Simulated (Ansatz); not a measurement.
# TiC: what symmetry allows forces and stress to be

```yaml
crystal:
  lattice:
    - [0.05957, 2.27465, 2.11665]
    - [2.21834, 0.05957, 2.11665]
    - [2.27791, 2.33422, 0.00000]
  atoms:
    - { symbol: Ti, position: [0.97802, 0.02198, 0.02418] }
    - { symbol: C, position: [0.52198, 0.47802, 0.47582] }
```

Method: DFT PBEsol, scalar-relativistic, plane waves, PAW (Ansatz 0.2.0).

Settings: cutoff 420 eV, Γ-centred mesh 14×14×14 on the computed 2-atom cell, Gaussian smearing of 0.10 eV; no spin polarisation.

This distorted cell has space group Cm, with 2 operations.

Problem. Without a calculation: in which directions can each atom feel a force?

Solution. A force must be left unchanged by every operation that keeps its atom in place, so it lies in the space that those operations leave fixed. Atoms that the group maps onto each other feel forces of one size.
```
atom site symmetry operations at the site equivalent to atom allowed force (Cartesian)
 Ti1              m                       2                   1  in the plane normal to (0.00, 0.00, 1.00)
  C2              m                       2                   2  in the plane normal to (0.00, 0.00, 1.00)
```

That leaves 4 independent force components of 6, tied by 2 conditions that the forces sum to zero, so 2 remain. A relaxation in this cell that keeps the symmetry moves the atoms in these directions alone.

Problem. And the stress tensor?

Solution. It must be invariant under the point group, which leaves 4 independent components: yz, xz vanish.

Problem. Do the computed values obey this?

Solution. Yes. Forces (eV/Å):
```
Ti1 -1.470 -0.130  0.000
C2   1.470  0.130  0.000
```

Stress (GPa, compression positive, xx yy zz yz xz xy): -8.43 -24.03 -1.92 0.00 0.00 -7.58. The program imposes the same operations on density, forces and stress, so this confirms the analysis and is no independent test of the calculation.